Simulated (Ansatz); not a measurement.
Input:

```yaml
accuracy: low
crystal:
  lattice:
    - [6.036571, 0.0, 0.0]
    - [0.0, 8.537, 0.0]
    - [0.0, 0.0, 17.527428]
  atoms:
    - { symbol: Cu, position: [-0.00486205, 0.36421092, 0.13256364] }
    - { symbol: Cu, position: [0.25, 0.125, 0.0570534] }
    - { symbol: Cu, position: [0.57384125, 0.36008667, 0.14497474] }
    - { symbol: Cu, position: [0.75, 0.125, 0.0570534] }
    - { symbol: O, position: [0.0, 0.0, 0.0570534] }
    - { symbol: O, position: [0.5, 0.25, 0.0570534] }
    - { symbol: Cu, position: [0.49332752, 0.30921379, 0.28692654] }
    - { symbol: Cu, position: [0.73037608, 0.08498636, 0.23003744] }
    - { symbol: Cu, position: [0.13063446, 0.39834124, 0.27625609] }
    - { symbol: Cu, position: [0.21085945, 0.11264966, 0.23158159] }
    - { symbol: O, position: [0.46324793, -0.02148137, 0.23588365] }
    - { symbol: O, position: [-0.02661789, 0.2295619, 0.22587449] }
    - { symbol: Cu, position: [0.04810111, 0.86865219, 0.14092907] }
    - { symbol: Cu, position: [0.25, 0.625, 0.0570534] }
    - { symbol: Cu, position: [0.49547174, 0.88028613, 0.13774648] }
    - { symbol: Cu, position: [0.75, 0.625, 0.0570534] }
    - { symbol: O, position: [0.0, 0.5, 0.0570534] }
    - { symbol: O, position: [0.5, 0.75, 0.0570534] }
    - { symbol: Cu, position: [0.61541606, 0.79712628, 0.2766802] }
    - { symbol: Cu, position: [0.89476427, 0.60822748, 0.22665462] }
    - { symbol: Cu, position: [0.02189134, 0.89689754, 0.28510449] }
    - { symbol: Cu, position: [0.38958155, 0.58639313, 0.22839519] }
    - { symbol: O, position: [0.65506071, 0.47514755, 0.23715198] }
    - { symbol: O, position: [0.14352418, 0.72683674, 0.22410724] }
basis:
  ecutwfc: 420.0
kpoints:
  mp_grid: { grid: [2, 1, 1] }
hamiltonian:
  xc: pbe
  pseudopotentials: { kind: paw, azcp: { folder: soft_1 } }
scf:
  occupations: { method: fermi_dirac, width: 0.02 }
  lower_state_search: "off"
md:
  timestep: 1
  n_steps: 300
  ensemble: nvt_langevin
  temperature: 450.0
  initial_velocities: maxwell_boltzmann
  seed: 366245
  friction: 0.02
  constraints: [{ sites: [1, 3, 4, 5, 13, 15, 16, 17] }]
```

Run as:

```bash
$ ansatz run input.yaml --threads 4 --pin off --max-ram 10240MiB --backend cpu --events-out ev --progress --plain --runs-dir out
```

Hardware: 4 threads of AMD EPYC 7B13 (Zen 3) (shared host).

Question: Roughly how long does this run take, and how much memory?

Answer: 25 min, with a peak of 2.1 GiB, for 301 ionic steps.
